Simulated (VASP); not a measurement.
Here is a VASP 6.6.1 calculation.

Contents of INCAR:

```
SYSTEM = Ag2O
PREC = Accurate
ENCUT = 600
EDIFF = 1E-6
ISMEAR = 0
SIGMA = 0.1
LREAL = .False.
LASPH = .True.
NELM = 60
ALGO = Normal
ISIF = 3
LWAVE = .False.
LCHARG = .False.
GGA = PE
IBRION = 2
NSW = 100
EDIFFG = -0.01
```

KPOINTS

```
Automatic mesh
0
Gamma
  8 8 8
  0 0 0
```

File POSCAR:

```
Ag2O
1.0
    4.7539906500      0.0000000000      0.0000000000
    0.0000000000      4.7539906500      0.0000000000
    0.0000000000      0.0000000000      4.7539906500
Ag O
4 2
Direct
    0.2500000000      0.2500000000      0.7500000000
    0.7500000000      0.2500000000      0.2500000000
    0.2500000000      0.7500000000      0.2500000000
    0.7500000000      0.7500000000      0.7500000000
    0.0000000000      0.0000000000      0.0000000000
    0.5000000000      0.5000000000      0.5000000000
```

Potentials or basis: VASP PAW PBE potentials, release 64 (Ag, O).

Command:

```sh
$ cat potpaw_PBE.64/Ag/POTCAR potpaw_PBE.64/O/POTCAR > POTCAR
$ mpirun -np 1 vasp_std > vasp.out
```

Task: Estimate the relaxed cell.

Result: a = 4.809 Å, b = 4.809 Å, c = 4.809 Å, α = 90.00°, β = 90.00°, γ = 90.00°.

Task: Estimate the relaxed volume.

Result: 18.53 Å³/atom.

The path:
| step | energy change (eV) | largest force (eV/Å) | pressure (GPa) | volume (Å³) |
| --- | --- | --- | --- | --- |
| 1 | 0.0000 | 0.0000 | 2.64 | 107.44 |
| 2 | -0.0283 | 0.0000 | -0.56 | 112.10 |
| 3 | -0.0299 | 0.0000 | 0.00 | 111.19 |
